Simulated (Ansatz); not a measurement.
## Hf: stiffness from a series of strains

```
CELL_PARAMETERS angstrom
0.00000 2.22000 2.22000
2.22000 0.00000 2.22000
2.22000 2.22000 0.00000
ATOMIC_POSITIONS crystal
Hf 0.00000 0.00000 0.00000
```

The cell is COD entry 1534929, as deposited and not checked against the literature; nothing was relaxed.

Spin–orbit coupling is left out, though it moves levels of the heavy atoms by tenths of an eV or more.

Theory: Ansatz 0.2.0, DFT, PBE, all-electron LAPW, scalar-relativistic.

Numerical set-up: a Γ-centred 13×13×13 k mesh, Fermi–Dirac smearing of 0.03 eV, basis error target 1 meV/atom, no spin polarisation.

The strain is applied along the Cartesian axes of the cell as listed (γ is the engineering shear, twice εxy = εyz = εzx). Fractional coordinates are held (clamped ions).

σ is the change of stress from the unstrained cell, which is at 3.28 GPa; tension is positive, so slopes are stress–strain coefficients at that pressure. In a metal the k mesh adds noise.

Only quantities that a quadratic follows smoothly over the whole series are listed; rougher ones are left out.

| γ | σxy (GPa) |
| --- | --- |
| -0.0300 | -2.23 |
| -0.0200 | -1.48 |
| -0.0100 | -0.74 |
| 0.0000 | 0.00 |
| 0.0200 | 1.41 |
| 0.0300 | 2.00 |

**Question.** Fit the series and read off the stiffness at zero strain.

**Answer.** Least-squares fits y = p0 + p1 x + p2 x² to the rows give σxy (GPa): p1 = 71.1, p2 = -120. So C44 (clamped ions) = 71 GPa.

**Question.** One run, at γ = 0.0100, is withheld. Predict its row.

**Answer.** The fits give 0.70; the run gave 0.75.
